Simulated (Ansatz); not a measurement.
**Ge: equation of state with HSE06**

**Experimental background.**

“Sub-monolayer structures of Ag overlayers on Ge(111): experimental observations and first-principles study”, 2019, arxiv:1908.00180 quotes, for a bulk crystal of Ge: bulk modulus 75.8 GPa.

Crystal: Ge.

```
Ge
1.0
     0.00000    2.82891    2.82891
     2.82891    0.00000    2.82891
     2.82891    2.82891    0.00000
Ge
2
Direct
  0.75000 0.75000 0.75000
  0.50000 0.50000 0.50000
```

```json
{"Program": "Ansatz 0.2.0", "Task": "equation of state", "Functional": "HSE06", "Potentials or basis": "Ansatz PAW", "Cutoff": "420 eV", "Density cutoff": "1680 eV", "k mesh": "6 × 6 × 6", "Occupations": "fermi-dirac, width 0.05 eV", "Spin": "no spin polarisation"}
```

- Equilibrium volume: 22.95 Å³/atom
- Bulk modulus: 73 GPa
- Pressure derivative of the bulk modulus: 4.7

Energy against volume, from the lowest point:
```tsv
volume (Å³/atom)	energy (meV/atom)
21.281	31.62
21.733	16.01
22.186	5.93
22.639	0.76
23.092	0.00
23.545	3.17
23.997	9.84
```

All runs of the series together: 110 s on 2 threads of AMD EPYC 7R13 Processor (Zen 3) (shared host).

A measured bulk modulus of Ge is 75.8 GPa (quoted in “Sub-monolayer structures of Ag overlayers on Ge(111): experimental observations and first-principles study”, 2019, arxiv:1908.00180); the calculated 73 GPa misses it by -3.8 %. The fit is for a static lattice scaled at fixed shape and fixed fractional positions. The cell as given is a measured one (22.64 Å³/atom); HSE06 puts the equilibrium volume +1.4 % from it, thermal expansion not counted.

Caveat: the PAW data sets were made with another functional, which shifts forces and pressure a little.
